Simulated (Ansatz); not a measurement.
```
CELL_PARAMETERS angstrom
      2.69049     0.00000     0.00000
     -1.34524     2.25244     0.00000
      0.00000     0.00000     4.36988
ATOMIC_POSITIONS crystal
  Be 0.66724 0.33447 0.00052
  Be 0.33276 0.66553 0.50052
  O  0.66963 0.33927 0.62468
  O  0.33037 0.66073 0.12468
```

No spin polarisation.

Level of theory: r2SCAN (Ansatz, a program for electronic structure), without spin-orbit coupling. Settings: 14×14×8 k-points, 0.05 eV Fermi–Dirac smearing.

Question: What is the computed band gap?

Answer: 8.78 eV.

Question: What gap character does the calculation give?

Answer: Direct at Γ.

Question: Estimate the stress (xx, yy, zz, yz, xz, xy; compression positive).

Answer: (4.96, 16.51, 2.99, 0.00, 0.00, 0.00) GPa.

Question: Estimate the electron mass.

Answer: 0.62 mₑ along x, 0.70 mₑ along y, 0.52 mₑ along z (at Γ).

The cells carry an imposed strain or load. Masses are band curvatures over ±0.01 Å⁻¹ around the edge. Stability against distortions was not tested. The cell was made from BeO in the wurtzite structure (space group P6_3mc, No. 186) by this change: uniaxial strain ε_yy = −3.33 %.
